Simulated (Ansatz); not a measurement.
Runs of Ansatz 0.2.0 on MnF2. Symmetry: P-3m1, No. 164, trigonal system. Conventional cell: a = 3.079 Å, b = 3.079 Å, c = 4.967 Å, α = 90.00°, β = 90.00°, γ = 120.00°. Around Mn (site symmetry -3m) lie 6 F at 2.17 Å. F (site symmetry 3m) is surrounded by 3 Mn at 2.17 Å. Measurements of this composition are mostly on another form, of space group No. 136.

```csv
level,spin,U,fixed moment (μB),gap on the mesh (eV),pressure (GPa),moment (μB),largest force (eV/Å)
LDA+U,"collinear, random start",Mn d U = 2 eV,-,2.38,(b),5.00,1.65
LDA+U,"collinear, ferromagnetic start",Mn d U = 6 eV,4.0,-,(a),-,1.59
PBE+U,"collinear, random start",Mn d U = 6 eV,-,3.65,3.3,5.00,1.09
PBE+U,"non-collinear, random start",Mn d U = 6 eV,-,3.65,3.3,5.00,1.09
```

Alike in all rows: task single point; potentials or basis all-electron LAPW, scalar-relativistic; cell as given; k mesh 7 × 7 × 4; cutoff (eV) 321; smearing gaussian 0.05 eV; basis error allowed 0.002 eV/atom.

Question: Fill in the values left out.

Answer: (a) -10.4; (b) -7.3.

Caveats: the magnetic state may not be the lowest; U is the effective U less J, on atomic orbitals that reach past the spheres; forces of over 1 eV/Å show positions far from the minimum, so gaps and moduli don't describe the material at rest; an odd mesh through Γ misses points on the zone boundary, where band edges often lie (some runs); a cell with one magnetic atom can't hold antiferromagnetic order, which such compounds often take (some runs); the total moment is fixed, so each spin has its own Fermi level (some runs).
